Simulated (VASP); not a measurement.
A run of VASP 6.6.1 is set up as follows.

Contents of INCAR:

```
ALGO = Fast
EDIFF = 1E-7
EDIFFG = -0.01
ENCUT = 600
IBRION = 2
ISIF = 2
ISMEAR = 0
LASPH = True
LCHARG = False
LREAL = False
LWAVE = False
NELM = 80
NSW = 40
PREC = Accurate
SIGMA = 0.03
```

KPOINTS

```
k-points
0
Gamma
  8 8 8
```

The input POSCAR:

```
KCl                                     
1.0
    0.0000000000      3.1032417092      3.1032417092
    3.1032417092      0.0000000000      3.1032417092
    3.1032417092      3.1032417092      0.0000000000
  K               Cl            
     1     1
Direct
     0.0000000000000000    0.0000000000000000    0.0000000000000000
     0.5000000000000000    0.5000000000000000    0.5000000000000000
```

Potentials or basis: VASP PAW LDA potentials, release 64 (K_sv, Cl).

Launch:

```console
$ cat potpaw_LDA.64/K_sv/POTCAR potpaw_LDA.64/Cl/POTCAR > POTCAR
$ mpirun -np 1 vasp_std > vasp.out
```

Task: What does it give for the band gap on the k mesh?

Result: 4.89 eV, direct.

Final structure:
```yaml
crystal:
  lattice:
    - [0.00000, 3.10324, 3.10324]
    - [3.10324, 0.00000, 3.10324]
    - [3.10324, 3.10324, 0.00000]
  atoms:
    - { symbol: K, position: [0.00000, 0.00000, 0.00000] }
    - { symbol: Cl, position: [0.50000, 0.50000, 0.50000] }
```

Caveat: the relaxation stopped at its first step, so nothing moved. A k mesh can miss the band edges.
